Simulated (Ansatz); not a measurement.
## Two Ansatz runs on N

The geometry is COD entry 1539196, unchecked; take it as a test cell. The listed cell was then made from it by scaling, straining or moving an atom.

First run: DFT, PBE, all-electron PAW with datasets made for the crystal, scalar-relativistic (Ansatz 0.2.0).

Command: `ansatz run input.yaml --threads 1 --pin off --max-ram 2048MiB --backend cpu --events-out ev --progress --plain --runs-dir out` The run took 14 s on 1 thread of Arm Neoverse V1 (shared host), peak memory 0.4 GiB.

```yaml
crystal:
  lattice:
    - [3.6290016496, -0.0362900165, -0.0362900165]
    - [-1.845928901, 3.1609526272, -0.0132830679]
    - [-0.0589, -0.0589, 5.89]
  atoms:
    - { symbol: "N", position: [0.3333333333, 0.6666666667, 0.25] }
    - { symbol: "N", position: [0.6666666667, 0.3333333333, 0.75] }
kpoints:
  mp_grid: { grid: [10, 10, 5] }
scf:
  occupations: { method: fermi_dirac, width: 0.02 }
hamiltonian:
  xc: pbe
  pseudopotentials: { kind: all_electron, datasets: crystal }
output:
  forces: true
  stress: true
  eigenvalues: true
  efg: { contact_densities: true }
```

Result: converged; pressure -7.22 GPa; largest force 0.017 eV/Å; no gap on the k mesh; 8 SCF iterations.

A second input differs as follows:

```diff
@@ -11,4 +11,5 @@
 scf:
   occupations: { method: fermi_dirac, width: 0.02 }
+  max_iter: 2.5
 hamiltonian:
   xc: pbe
```

Question: What is wrong with it, and what does the program do?

Answer: The fault is a value of the wrong type. The run refused before any iteration. The log ends:
```
Error: YAML parse error: error: line 13 column 13: invalid u64
  --> <input>:13:13
   |
11 | scf:
12 |   occupations: { method: fermi_dirac, width: 0.02 }
13 |   max_iter: 2.5
   |             ^ invalid u64
14 | hamiltonian:
15 |   xc: pbe
   |
```
